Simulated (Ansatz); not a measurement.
# W (fcc type): how the settings move a single-point run

Question: which choices in the input matter for W (fcc type)?

Program: Ansatz 0.2.0. Level of theory: reference: DFT, PBEsol, all-electron PAW with datasets made for the crystal, scalar-relativistic. These are calculated values, not measurements.

1 further run of the same task is left out (set aside as unsound or not needed). Runs told in other sessions of the task aren't counted.

### 1 Starting point

The structure is cubic, space group Fm-3m (No. 225). The conventional cell has a = 3.173 Å, b = 3.173 Å, c = 3.173 Å, α = 90.00°, β = 90.00°, γ = 90.00°. Around W (site symmetry m-3m) lie 12 W at 2.24 Å.

Coordinates:

```
CELL_PARAMETERS angstrom
0.00000 1.58669 1.58669
1.58669 0.00000 1.58669
1.58669 1.58669 0.00000
ATOMIC_POSITIONS crystal
W 0.00000 0.00000 0.00000
```

### 2 The reference run

Input file input.yaml:

```yaml
crystal:
  lattice:
    - [0.0, 1.586685771, 1.586685771]
    - [1.586685771, 0.0, 1.586685771]
    - [1.586685771, 1.586685771, 0.0]
  atoms:
    - { symbol: W, position: [0.0, 0.0, 0.0] }
kpoints:
  mp_grid: { grid: [18, 18, 18] }
scf:
  occupations: { method: fermi_dirac, width: 0.05 }
hamiltonian:
  xc: pbesol
  pseudopotentials: { kind: all_electron, datasets: crystal }
output:
  forces: true
  stress: true
  eigenvalues: true
```

Command:

```bash
ansatz run input.yaml --threads 1 --pin off --max-ram 2048MiB --backend cpu --events-out ev --progress --plain --runs-dir out
```

### 3 Changed: mp_grid.grid [27, 27, 27]

Edit input.yaml of step 2 so:

```diff
@@ -8,3 +8,3 @@
 kpoints:
-  mp_grid: { grid: [18, 18, 18] }
+  mp_grid: { grid: [27, 27, 27] }
 scf:
```

### 4 Variant: n_extra_bands 4, xc revpbe, xc_grid 2

Edit input.yaml of step 2 so:

```diff
@@ -11,4 +11,5 @@
   occupations: { method: fermi_dirac, width: 0.05 }
+  n_extra_bands: 4
 hamiltonian:
-  xc: pbesol
+  xc: revpbe
   pseudopotentials: { kind: all_electron, datasets: crystal }
@@ -18 +19,3 @@
   eigenvalues: true
+basis:
+  xc_grid: 2
```

What does the calculation give? Wanted: for each run, ending; energy change; pressure; gap; force.

**Answer**, as computed:

```tsv
run	ending	energy change	pressure (GPa)	gap (eV)	force (eV/Å)	cycles	time
reference	converged	0	780.3	0.00	0.00	8	24 s
1: mp_grid.grid [27, 27, 27]	converged	+3.8 meV/atom	779.4	0.00	0.00	8	71 s
2: n_extra_bands 4, xc revpbe, xc_grid 2	converged	not comparable	815.8	0.00	0.00	8	25 s
```

Residual by cycle in the longest SCF loop of each run; runs are numbered as in the table. The quantity is the density residual dr2, in eV.

```tsv
cycle	reference	run 1	run 2
1	0.198	0.197	0.177
2	0.0237	0.0236	0.024
3	0.00141	0.00142	0.00178
4	5.8e-5	5.8e-5	4.2e-5
5	2.2e-5	2.2e-5	1.2e-5
6	5.5e-6	5.5e-6	2.4e-6
7	1.8e-7	1.8e-7	5.6e-8
8	1.3e-9	1.2e-9	7.6e-10
```

**Reading.** «mp_grid.grid [27, 27, 27]» moves the energy by +3.8 meV/atom. The pressure spans 779.4 to 815.8 GPa over the reference and the converged variants. Of the variants the dearest is «mp_grid.grid [27, 27, 27]» (71 s), the cheapest «n_extra_bands 4, xc revpbe, xc_grid 2» (25 s), on a shared host. The structure is not at rest: the sound run finds 780 GPa, so these are no properties of the relaxed crystal. 
